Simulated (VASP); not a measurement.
# KI: molecular dynamics at constant energy

KI, Pm-3m (no. 221), 8 atoms in the cell. PBE, molecular dynamics; PAW potentials I, K_pv (PBE set).

Ensemble: NVE; Starting temperature (K): 1600.

## Input

INCAR:
```
ALGO = Normal ; ANDERSEN_PROB = 0.0
EDIFF = 1E-6 ; ENCUT = 200
GGA = PE ; IBRION = 0
ISIF = 2 ; ISMEAR = 0
ISYM = 0 ; KPAR = 2
LASPH = T ; LCHARG = F
LREAL = Auto ; LWAVE = F
MDALGO = 1 ; NELM = 60
NELMIN = 4 ; NSW = 60
POTIM = 2.0 ; PREC = Normal
RANDOM_SEED = 570580 0 0 ; SIGMA = 0.05
TEBEG = 1600
```

KPOINTS:
```
k-points
0
Gamma
  3 3 1
```

POSCAR:
```
KI
1.0
    4.2911966600      0.0000000000      0.0000000000
    0.0000000000      4.2911966600      0.0000000000
    0.0000000000      0.0000000000     17.1647866400
I K
4 4
Direct
    0.5000000000      0.5000000000      0.1250000000
    0.5000000000      0.5000000000      0.3750000000
    0.5000000000      0.5000000000      0.6250000000
    0.5000000000      0.5000000000      0.8750000000
    0.0000000000      0.0000000000      0.0000000000
    0.0000000000      0.0000000000      0.2500000000
    0.0000000000      0.0000000000      0.5000000000
    0.0000000000      0.0000000000      0.7500000000
```

Commands:
```
cat potpaw_PBE.64/I/POTCAR potpaw_PBE.64/K_pv/POTCAR > POTCAR
mpirun -np 2 vasp_std > vasp.out
```

## Result

- Rise of the mean potential energy above the start (meV/atom): 67.6
- Mean temperature (K): 1002
- Electronic steps per ionic step after the first: 4.1

Course of the run:

| Time (fs) | Temperature (K) | Potential energy less the first (meV/atom) |
|---|---|---|
| 2 | 1600 | 0.0 |
| 12 | 1573 | 3.1 |
| 20 | 1511 | 10.0 |
| 30 | 1386 | 24.2 |
| 38 | 1251 | 39.5 |
| 48 | 1053 | 61.9 |
| 56 | 892 | 80.1 |
| 66 | 723 | 99.2 |
| 74 | 637 | 108.9 |
| 84 | 605 | 112.6 |
| 92 | 631 | 109.6 |
| 102 | 705 | 101.2 |
| 110 | 772 | 93.6 |
| 120 | 843 | 85.6 |

The mean temperature lies below the starting 1600 K, since the atoms start on their sites and part of their kinetic energy turns into potential energy.

REPORT:
```
MDALGO =   1
         ANDERSEN_PROB =  0.00000000
               SCALING =       0
                 CNEXP =     9.000   14.000
           RANDOM_SEED =            570580                0                0

   original number of atomic DOF:         21
   number of independent constraints:      0
   number of active DOF:                  21

========================================
         MD step No.       1
========================================

  Atomic velocities initialized by STEP_tb

  >Energies
                    E_tot             E_pot             E_kin               EPS                ES
   e_b>   -0.19962873E+02   -0.21410593E+02    0.14477208E+01    0.00000000E+00    0.00000000E+00

  >Temperature
               T_sim     T_inst
   tmprt>   1600.000   1600.000

  >Thermostat, num. of collisions:                0

           RANDOM_SEED =            570580               96                0

[... steps left out ...]

========================================
         MD step No.      60
========================================

  >Energies
                    E_tot             E_pot             E_kin               EPS                ES
   e_b>   -0.19962623E+02   -0.20725690E+02    0.76306667E+00    0.00000000E+00    0.00000000E+00

  >Temperature
               T_sim     T_inst
   tmprt>   1600.000    843.330

  >Thermostat, num. of collisions:                0

           RANDOM_SEED =            570580             2928                0
```

OSZICAR:
```
N       E                     dE             d eps       ncg     rms          rms(c)
DAV:   1     0.225726784265E+03    0.22573E+03   -0.14118E+04   362   0.690E+02
DAV:   2    -0.645172908835E+01   -0.23218E+03   -0.22603E+03   447   0.191E+02
DAV:   3    -0.215474626042E+02   -0.15096E+02   -0.15086E+02   346   0.449E+01
DAV:   4    -0.218459768177E+02   -0.29851E+00   -0.29840E+00   460   0.771E+00
DAV:   5    -0.218517196294E+02   -0.57428E-02   -0.57427E-02   386   0.929E-01    0.498E+00
DAV:   6    -0.214712546344E+02    0.38046E+00   -0.61219E-01   376   0.346E+00    0.373E+00
DAV:   7    -0.214132561816E+02    0.57998E-01   -0.87839E-01   398   0.374E+00    0.126E+00
DAV:   8    -0.214093966400E+02    0.38595E-02   -0.81009E-02   364   0.111E+00    0.103E-01
DAV:   9    -0.214100217338E+02   -0.62509E-03   -0.15616E-03   401   0.189E-01    0.104E-01
DAV:  10    -0.214102522216E+02   -0.23049E-03   -0.11514E-04   420   0.485E-02    0.555E-02
DAV:  11    -0.214105936127E+02   -0.34139E-03   -0.51698E-04   336   0.113E-01    0.162E-02
DAV:  12    -0.214105934579E+02    0.15475E-06   -0.57849E-06   395   0.115E-02
[... left out ...]
     58 T=   818. E= -.19962709E+02 F= -.20702742E+02 E0= -.20702742E+02  EK= 0.74003E+00 SP= 0.00E+00 SK= 0.00E+00
     59 T=   831. E= -.19962636E+02 F= -.20714737E+02 E0= -.20714737E+02  EK= 0.75210E+00 SP= 0.00E+00 SK= 0.00E+00
[... last step whole ...]
       N       E                     dE             d eps       ncg     rms          rms(c)
DAV:   1    -0.207256853242E+02   -0.10948E-01   -0.38655E-03   233   0.973E-01    0.375E-03
DAV:   2    -0.207256901151E+02   -0.47909E-05   -0.49823E-05   388   0.258E-02    0.251E-03
DAV:   3    -0.207256899963E+02    0.11887E-06   -0.31431E-07   180   0.226E-03    0.169E-03
DAV:   4    -0.207256899163E+02    0.80014E-07   -0.13717E-07   178   0.144E-03
     60 T=   843. E= -.19962623E+02 F= -.20725690E+02 E0= -.20725690E+02  EK= 0.76307E+00 SP= 0.00E+00 SK= 0.00E+00
```

Limits: 120 fs of 8 atoms are too short for converged averages; the cell is only 4.3 Å across, so each atom moves in step with near copies of itself.

VASP 6.6.1 took 197 s on 2 cores (Intel Xeon Platinum 8488C (Sapphire Rapids)), a shared host.
